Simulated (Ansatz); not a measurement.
**W (omega (AlB2-type)): energy against volume**

The calculation used Ansatz, DFT, PBE, plane waves (420 eV) with PAW, scalar-relativistic.

The cell is scaled uniformly from the relaxed one, with fractional coordinates and shape fixed. Energies are extrapolated to zero smearing, pressures are those at the given smearing. Magnetic state: spin not included.

A Birch-Murnaghan fit gives V₀ = 16.54 Å³/atom, B₀ = 276 GPa, B₀′ = 4.2.

What are the energy above the minimum and the pressure at 17.211 Å³/atom?

21.9 meV/atom and -9.90 GPa as computed.

What are the energy above the minimum and the pressure at 17.873 Å³/atom?

81.0 meV/atom and -17.99 GPa as computed.

What are the energy above the minimum and the pressure at 18.535 Å³/atom?

170.2 meV/atom and -24.55 GPa as computed.
